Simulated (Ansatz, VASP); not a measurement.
# One calculation of Cu, two programs

```
CELL_PARAMETERS angstrom
2.55642 0.00000 0.00000
-1.27821 2.21393 0.00000
0.00000 0.00000 4.14881
ATOMIC_POSITIONS crystal
Cu 0.33333 0.66667 0.25000
Cu 0.66667 0.33333 0.75000
```

This isn't the form of Cu at room conditions, which is fcc.

Alike in both runs: task single point; functional PBEsol; k mesh 10 × 10 × 6; occupations fermi-dirac, width 0.15 eV; no spin polarisation.

```csv
,VASP,Ansatz
version,VASP 6.6.1,Ansatz 0.2.0
potentials or method,"VASP PAW PBE potentials, release 64 (Cu)","plane waves, PAW"
plane-wave cutoff (eV),520,470
valence electrons in the cell,22,38
```

|  | VASP | Ansatz | Ansatz less VASP |
| --- | --- | --- | --- |
| pressure (GPa) | -4.6 | -5.3 | -0.73 |
| largest component of the traceless stress (GPa) | 0.53 | 0.58 | +0.047 |

The two sets of potentials don't hold the same shells in valence.

Caveats: the PAW data sets were made with another functional, which shifts forces and pressure a little (VASP).
